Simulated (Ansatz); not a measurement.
# SiN: course of a relaxation

Computed with DFT r2SCAN, scalar-relativistic, plane waves, PAW in Ansatz. Run with 500 eV cutoff, 18×18×8 k-mesh, Gaussian smearing of 0.10 eV, no spin polarisation.

What was changed in HfN: Hf → Si on all its sites, cell and atoms relaxed.

Command:

```bash
ansatz run input.yaml --threads 1 --pin off --max-ram 2560MiB --backend cpu --events-out ev --progress --plain --runs-dir out
```

Input:

```yaml
crystal:
  lattice:
    - [2.7040097604, 0.0, 0.0]
    - [-1.3520048802, 2.3417411446, 0.0]
    - [0.0, 0.0, 5.2898530671]
  atoms:
    - { symbol: Si, position: [0.6666666667, 0.3333333333, 0.75] }
    - { symbol: Si, position: [0.3333333333, 0.6666666667, 0.25] }
    - { symbol: "N", position: [0.0, 0.0, 0.0] }
    - { symbol: "N", position: [0.0, 0.0, 0.5] }
basis:
  ecutwfc: 500
kpoints:
  mp_grid: { grid: [18, 18, 8] }
hamiltonian:
  xc: r2scan
scf:
  occupations: { method: gaussian, width: 0.1 }
output:
  forces: true
  stress: true
  eigenvalues: true
relax:
  adjacent_minimum: "off"
  f_tol: 0.01
  max_steps: 60
  cell: { stress_tol: 0.1 }
```

F is the free energy. Steps run on the plane waves of an earlier cell, but the last one, and at times one on the way, on a freshly chosen basis, so a repeated geometry can differ a little in energy.

Steps:

```tsv
step	F − F(1) (eV)	largest force component (eV/Å)	V (Å³/atom)	P (GPa)
1	0.0000	0.000	8.374	0.68
2	-0.0001	0.000	8.390	0.66
3	-0.0006	0.000	8.409	0.04
4	-0.0006	0.000	8.409	0.04
```

Relaxed structure:

```yaml
crystal:
  lattice:
    - [2.71001, 0.00000, 0.00000]
    - [-1.35501, 2.34694, 0.00000]
    - [0.00000, 0.00000, 5.28828]
  atoms:
    - { symbol: Si, position: [0.66667, 0.33333, 0.75000] }
    - { symbol: Si, position: [0.33333, 0.66667, 0.25000] }
    - { symbol: N, position: [0.00000, 0.00000, 0.00000] }
    - { symbol: N, position: [0.00000, 0.00000, 0.50000] }
```

It takes space group P6_3/mmc (No. 194, hexagonal). Conventional cell: a = 2.710 Å, b = 2.710 Å, c = 5.288 Å, α = 90.00°, β = 90.00°, γ = 120.00°. Around Si (site symmetry -6m2) lie 6 N at 2.05 Å. N (site symmetry -3m) has 6 Si at 2.05 Å as nearest neighbours.

The run converged. It took 83 s on 1 thread of AMD EPYC (Zen 3), with other jobs on the host, peak memory 0.48 GiB.